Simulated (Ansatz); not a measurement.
Crystal: Ba, diamond type, 2 atoms in the cell.

Method: PBE, plane waves, PAW datasets (generated soft set 1) in Ansatz.

Cutoff 420 eV; k-mesh 25×25×25 Γ-centred; Fermi–Dirac smearing of 0.0612 eV; no spin polarisation; no spin–orbit coupling.

(1) What equilibrium volume, lattice constant and bulk modulus does this give?

## Answers

(1) V₀ = 56.533 Å³/atom (a₀ = 7.676 Å), B₀ = 8.2 GPa, B₀′ = 7.97. The points behind the fit:

```json
{"V (Å³/atom)": "53.240", "a (Å)": "7.5239", "E − E(min) (meV/atom)": "5.89", "P (GPa)": "0.63"}
{"V (Å³/atom)": "54.373", "a (Å)": "7.5769", "E − E(min) (meV/atom)": "2.38", "P (GPa)": "0.38"}
{"V (Å³/atom)": "55.506", "a (Å)": "7.6291", "E − E(min) (meV/atom)": "0.50", "P (GPa)": "0.16"}
{"V (Å³/atom)": "56.638", "a (Å)": "7.6807", "E − E(min) (meV/atom)": "0.00", "P (GPa)": "-0.02"}
{"V (Å³/atom)": "57.771", "a (Å)": "7.7316", "E − E(min) (meV/atom)": "0.65", "P (GPa)": "-0.16"}
{"V (Å³/atom)": "58.904", "a (Å)": "7.7818", "E − E(min) (meV/atom)": "2.26", "P (GPa)": "-0.29"}
{"V (Å³/atom)": "60.037", "a (Å)": "7.8313", "E − E(min) (meV/atom)": "4.66", "P (GPa)": "-0.39"}
```

The published all-electron PBE values for this crystal (mean of FLEUR and WIEN2k, k-spacing 0.06 Å⁻¹; Bosoni et al., Nat. Rev. Phys. 6, 45 (2024)) are V₀ = 56.585 Å³/atom, B₀ = 8.2 GPa, B₀′ = 8.00.

The stress includes the program's correction for the finite plane-wave basis.

This cubic structure is a model: it isn't the usual form of the substance at ambient conditions, and such phases are metastable or hypothetical.
